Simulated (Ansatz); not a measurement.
# AlN: core levels, part 2 of 2

Where do the core levels of AlN lie? The cell is a structure deposited in the COD. Planned: a relaxation, then the dielectric response, then core holes.

Ansatz 0.2.0; DFT, PBE, plane-wave PAW, default files, scalar-relativistic.

## 4. Core levels

The COD entry's cell or inner coordinates are ideal or old and differ from later refinements, so a difference from it is no clean test against experiment.

input.yaml

```yaml
crystal:
  lattice:
    - [6.226, 0.0, 0.0]
    - [-3.113, 5.391874164, 0.0]
    - [0.0, 0.0, 9.962]
  atoms:
    - { symbol: Al, position: [0.1666666667, 0.3333333333, 0.9995074667] }
    - { symbol: Al, position: [0.1666666667, 0.3333333333, 0.4995074667] }
    - { symbol: Al, position: [0.1666666667, 0.8333333333, 0.9995074667] }
    - { symbol: Al, position: [0.1666666667, 0.8333333333, 0.4995074667] }
    - { symbol: Al, position: [0.6666666667, 0.3333333333, 0.9995074667] }
    - { symbol: Al, position: [0.6666666667, 0.3333333333, 0.4995074667] }
    - { symbol: Al, position: [0.6666666667, 0.8333333333, 0.9995074667] }
    - { symbol: Al, position: [0.6666666667, 0.8333333333, 0.4995074667] }
    - { symbol: Al, position: [0.3333333333, 0.1666666667, 0.2495074667] }
    - { symbol: Al, position: [0.3333333333, 0.1666666667, 0.7495074667] }
    - { symbol: Al, position: [0.3333333333, 0.6666666667, 0.2495074667] }
    - { symbol: Al, position: [0.3333333333, 0.6666666667, 0.7495074667] }
    - { symbol: Al, position: [0.8333333333, 0.1666666667, 0.2495074667] }
    - { symbol: Al, position: [0.8333333333, 0.1666666667, 0.7495074667] }
    - { symbol: Al, position: [0.8333333333, 0.6666666667, 0.2495074667] }
    - { symbol: Al, position: [0.8333333333, 0.6666666667, 0.7495074667] }
    - { symbol: "N", position: [0.1666666667, 0.3333333333, 0.1904925333] }
    - { symbol: "N", position: [0.1666666667, 0.3333333333, 0.6904925333] }
    - { symbol: "N", position: [0.1666666667, 0.8333333333, 0.1904925333] }
    - { symbol: "N", position: [0.1666666667, 0.8333333333, 0.6904925333] }
    - { symbol: "N", position: [0.6666666667, 0.3333333333, 0.1904925333] }
    - { symbol: "N", position: [0.6666666667, 0.3333333333, 0.6904925333] }
    - { symbol: "N", position: [0.6666666667, 0.8333333333, 0.1904925333] }
    - { symbol: "N", position: [0.6666666667, 0.8333333333, 0.6904925333] }
    - { symbol: "N", position: [0.3333333333, 0.1666666667, 0.4404925333] }
    - { symbol: "N", position: [0.3333333333, 0.1666666667, 0.9404925333] }
    - { symbol: "N", position: [0.3333333333, 0.6666666667, 0.4404925333] }
    - { symbol: "N", position: [0.3333333333, 0.6666666667, 0.9404925333] }
    - { symbol: "N", position: [0.8333333333, 0.1666666667, 0.4404925333] }
    - { symbol: "N", position: [0.8333333333, 0.1666666667, 0.9404925333] }
    - { symbol: "N", position: [0.8333333333, 0.6666666667, 0.4404925333] }
    - { symbol: "N", position: [0.8333333333, 0.6666666667, 0.9404925333] }
kpoints:
  mp_grid: { grid: [4, 4, 2] }
scf:
  occupations: { method: fixed }
hamiltonian:
  xc: pbe
  pseudopotentials: { kind: paw }
output:
  forces: true
  efg:
    quadrupole_moments_barn: { Al: 0.1466, "N": 0.02044 }
    contact_densities: true
  core_levels:
    shells: { Al: "2p", "N": "1s" }
    counted_from: valence_top
    eps_inf: [4.438, 4.438, 4.661]
    add_spin: false
```

Started as:

```bash
$ ansatz run input.yaml --threads 1 --pin off --max-ram 2560MiB --backend cpu --events-out ev --progress --plain --runs-dir out
```

Standard output, cut to the lines that bear on the results:

```text
Warning: RAYON_NUM_THREADS=1 ignored (pool sized by the plan → 1); use --threads N
[...]
Pseudopotentials: kind: paw
Pseudopotential: Al, paw, valence charge 3, recommended cutoff 420 eV (normal), Al.paw.azcp
Pseudopotential: N, paw, valence charge 5, recommended cutoff 420 eV (normal), N.paw.azcp
Functional definition: PBE
[...]
Crystal: 32 atoms, lattice volume = 334.422 Å³
Basis set: ecut = 420 eV, 6537 PW (Γ), exchange–correlation on 90×90×144 points (8 copies of the dense FFT grid, shifted against one another)
Bands: 96, of which v1, the nominal top of the filled ones, is band 64 counted from 1 (63 counted from 0)
Symmetry: 96 space group operations
Space group: P63mc (ITA 186), of the structure as read, at distance tolerance 6.9e-5 Å
k-points: 8 of 32
[...]
SCF iter   1: F=—  HF=-14787.993037 eV  |F-HF|=—  |Δ(HF+E_count)|=         —  Δρ=8.11e-4  dr2=9.81e-4  ethr=1.77e-3  ⟨swp⟩=4.9  Hψ=2863  notcnv=0  defer=210
[...]
  atom         alike  shell      binding/eV   shift/eV difference/eV images/eV   SCF
  Al 0            16     2p          71.813     +0.000        64.004    +0.591     9
  N 16            16     1s         394.569     +0.000       386.808    +0.591    10
  the dataset of Al with a 2p hole: scattering error 0.001 eV (0.004 eV in the local channel); free atom: scalar-relativistic, large and small components
  the two lines of Al's 2p: 2p1/2 +0.276 eV and 2p3/2 -0.138 eV off its levels, 1 : 2 in strength
  the dataset of N with a 1s hole: scattering error 0.002 eV (0.002 eV in the local channel); free atom: scalar-relativistic, large and small components
  N 16 1s: no_plateau
  the highest filled level without a hole stands at 7.1513 eV, at the point (0.0000, 0.0000, 0.0000)
  Al 0 2p: the alignment adds +0.0660 eV (standard deviation 0.0714 over 20 far atoms)
  N 16 1s: the alignment adds +0.0183 eV (standard deviation 0.0816 over 20 far atoms)
  a level is its difference with the images' term at an eps_inf of [4.438, 4.438, 4.661], the alignment and the highest filled level
```

Run time: 65 s. Hardware: 1 thread of Arm Neoverse V2, shared host; peak memory 0.62 GiB.

The levels, counted from the valence-band top:

| atom | shell | alike | binding, weighted centre (eV) | shift (eV) | image term (eV) | lines (eV) |
| --- | --- | --- | --- | --- | --- | --- |
| Al 1 | 2p | 16 | 71.81 | +0.00 | 0.59 | 2p1/2 72.09, 2p3/2 71.67 |
| N 17 | 1s | 16 | 394.57 | +0.00 | 0.59 | one |

Atoms are counted from 1 here and from 0 in the log's table.

Simulated Al 2p line (Gaussians 0.5 eV wide):

binding energy (eV), intensity and a bar:
```
    69.17          0 
    69.46          0 
    69.74          0 
    70.03          0 
    70.32          0 
    70.60          0 
    70.88          0 
    71.17          5 ##
    71.46         55 #################
    71.75         99 ##############################
    72.02         68 #####################
    72.31         28 #########
    72.60          3 #
    72.89          0 
    73.16          0 
    73.45          0 
    73.74          0 
    74.03          0 
    74.30          0 
    74.59          0
```

## 5. Results

The summary covers parts 1 to 2.

| quantity | value |
| --- | --- |
| ε∞, principal values | 4.44, 4.44, 4.66 |
| Al 2p binding energy (weighted centre of the two lines) | 71.81 eV; offsets 2p1/2 +0.28 eV, 2p3/2 -0.14 eV |
| N 1s binding energy | 394.57 eV |
| state (step 2) | gap on the mesh 4.18 eV, largest force 0.002 eV/Å, pressure 3.7 GPa |
| V_zz by site, step 2 (10²¹ V/m²) | Al 0.48, N -0.017 |
| largest C_Q in size, step 2 | 1.72 MHz, ²⁷Al at Al |

Published measurements for AlN (the sample's phase may differ from this cell), beside the values of step 2:

| quantity | measured | computed | source |
| --- | --- | --- | --- |
| size of C_Q (²⁷Al) | 1.91 MHz | 1.72 | PMC7037746 |

The electronic dielectric constant averages 4.5 and is anisotropic (4.4 to 4.7). The levels are counted from the valence top. Absolute values at this level can be off by an eV or more. Multiplets and satellites aren't calculated. A hole's nearest image is 6.2 Å away in this 32-atom cell. The program doubts some values: the potential far from the hole hasn't levelled off (N). Site Al (4 N at 1.89–1.90 Å; also 1 N at 3.08 Å) carries the largest gradient. The computed size of C_Q of ²⁷Al is 10 % below the published value; the run has atoms at rest, the measurement has not. Measured gap of AlN: 6.0343 eV (an exciton energy, a little under the gap; 0 K; quoted in “Structural and optical properties of self-assembled AlN nanowires grown on SiO2/Si substrates by molecular beam epitaxy”, 2024, arxiv:2402.00216). This calculation gives 4.18 eV (-30.7 %). 2 values of this kind are on record (6.034 to 6.0343 eV); this one was drawn at random. The value is read on the mesh alone. It is a Kohn-Sham gap, which semilocal functionals mostly give too small.
